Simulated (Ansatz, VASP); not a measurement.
# One calculation of KF, two programs

```
K F
1.0
     0.00000    2.60666    2.80717
     2.60666    0.00000    2.80717
     2.60666    2.60666    0.00000
K F
1 1
Cartesian
  0.0000 0.0000 0.0000
  2.6067 2.6067 2.8072
```

Change from the starting cell: strain -0.025 along x and y, +0.050 along z, atoms carried along.

Alike in both runs: task single point; functional PBE; k mesh 8 × 8 × 8; occupations gaussian, width 0.05 eV; no spin polarisation.

|  | VASP | Ansatz |
| --- | --- | --- |
| version | VASP 6.6.1 | Ansatz 0.2.0 |
| potentials or method | VASP PAW PBE potentials, release 64 (K_sv, F) | scalar-relativistic, plane waves, PAW |
| plane-wave cutoff (eV) | 520 | 420 |
| valence electrons in the cell | 16 | 16 |

```tsv
	VASP	Ansatz	Ansatz less VASP
gap on the k mesh at the Fermi level (eV)	6.10	6.12	+0.017
least direct gap on the mesh (eV)	6.10	6.12	+0.017
pressure (GPa)	1.9	1.8	-0.06
largest component of the traceless stress (GPa)	2.64	2.53	-0.104
```

A k mesh can miss the band edges.
